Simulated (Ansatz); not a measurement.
**SiNi3 in Ansatz: the effect of target pressure**

Crystal: SiNi3.

```
CELL_PARAMETERS angstrom
1.29280 0.74640 7.66199
-1.29280 0.74640 7.66199
0.00000 -1.49280 7.66199
ATOMIC_POSITIONS crystal
Ni 0.25473 0.25473 0.25473
Ni 0.50000 0.50000 0.50000
Ni 0.74527 0.74527 0.74527
Si 0.00000 0.00000 0.00000
```

The cell comes from a database or a generator and needn't be the stable form of this composition.

Alike in all runs:

```yaml
Program: Ansatz 0.2.0
Task: relaxation of cell and atoms
Functional: PBEsol
Potentials_or_basis: Ansatz PAW
Cutoff: "420 eV (not typed: the program's choice for these potentials)"
k_mesh: 12 × 12 × 12
Occupations: fermi-dirac, width 0.05 eV
Spin: collinear spin, ferromagnetic start
Starting_moments: "[1.0, 1.0, 1.0, 0.0] μB"
```

Each run relaxes the cell or the atoms first.

```tsv
target pressure	relaxed volume (Å³/atom)	moment (μB)
0 GPa	10.74	0.37
2 GPa	10.64	0.33
5 GPa	?	?
10 GPa	10.28	0.00
20 GPa	9.91	0.00
30 GPa	9.60	0.00
```

What does the run with target pressure 5 GPa give?

Relaxed volume 10.49 Å³/atom; moment 0.24 μB.

Worked out: In Murnaghan's law V^(-B') rises as a straight line in P. The other rows fit best with B' = 4.3, V0 = 10.74 Å³/atom and B0 = 208 GPa, which gives 10.50 Å³/atom at 5 GPa, against the run's 10.49. A parabola through the other rows of the moment, of slope -0.0311 μB per GPa there, gives 0.20 μB, against the run's 0.24. The fit is too stiff a form for this range.

Caveats: the plane-wave basis is chosen anew once the cell has moved, so the energies of steps on either side of that aren't comparable; the PAW data sets come from PBE, with cores solved anew for the run's functional, which leaves a small shift of forces and pressure; the starting moments weren't kept (some runs).
